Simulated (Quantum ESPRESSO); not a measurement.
Gd:

```xyz
1
Lattice="-2.0250 2.0250 2.0250 2.0250 -2.0250 2.0250 2.0250 2.0250 -2.0250" Properties=species:S:1:pos:R:3 pbc="T T T"
Gd    0.0000    0.0000    0.0000
```

This isn't the form of Gd at room conditions, which is hcp.

| Quantity | Value |
| --- | --- |
| Program | Quantum ESPRESSO 7.5 |
| Task | single point |
| Functional | PBE |
| Potentials or basis | SSSP 1.3 efficiency PBE |
| Cutoff | 748 eV |
| Density cutoff | 5987 eV |
| k mesh | 9 × 9 × 9 |
| Occupations | fermi-dirac, width 0.05 eV |
| Spin | collinear spin, ferromagnetic start |
| Starting moments | [7.0] μB |

On this cell: pressure -0.1 GPa; net moment 7.62 μB per cell; site moments Gd +7.34 μB; band gap on the k mesh none (metal or under the smearing width).

The same run follows on a disturbed copy (cell strained at random at fixed volume):

```xyz
1
Lattice="-2.0440 1.9279 1.9662 2.0304 -2.0604 2.0851 2.0645 2.0809 -2.0987" Properties=species:S:1:pos:R:3 pbc="T T T"
Gd    0.0202    0.0256    0.0138
```

Task: What changes?

Result: The energy (extrapolated to zero smearing) moves by +12.0 meV/atom; pressure -0.1 GPa; net moment 7.63 μB per cell; site moments Gd +7.32 μB; band gap on the k mesh none (metal or under the smearing width).

Stress tensor (GPa, compression positive):
```
 0.02 -0.26  0.16
-0.26 -0.13  1.65
 0.16  1.65 -0.10
```

Caveats: spin-orbit coupling is left out, which moves the levels of the heavy elements.
